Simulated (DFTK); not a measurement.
# Moving the functional in HfN

Symmetry: Fm-3m, No. 225, cubic system. The conventional cell has a = 4.512 Å, b = 4.512 Å, c = 4.512 Å, α = 90.00°, β = 90.00°, γ = 90.00°. Around Hf (site symmetry m-3m) lie 6 N at 2.26 Å. N (site symmetry m-3m) is surrounded by 6 Hf at 2.26 Å.

Kept alike: task single point; k mesh 10 × 10 × 10; occupations fermi-dirac, width 0.05 eV; no spin polarisation. Program: DFTK, SG15 1.2 (PBE), cutoff 1225 eV. The mesh is that of the run's cell of 2 atoms. No spin-orbit coupling.

| run | pressure (GPa) |
| --- | --- |
| A | -7.56 |
| B | -12.33 |
| C | -1.82 |

Pressure is positive in compression; the values hold the error of the finite cutoff, so their zero can differ a little from the energy's minimum. For a metal such a mesh leaves the last digits unconverged. All rows use potentials made for PBE.

Task: The runs differ in the functional alone: LDA; PBEsol; r2SCAN. Which run is which?

Result: Run A is r2SCAN; run B is LDA; run C is PBEsol. The pressure runs from -12.33 (LDA) to -1.82 GPa (PBEsol). A positive pressure means that the functional's own cell is larger than the one given, a negative one that it is smaller.
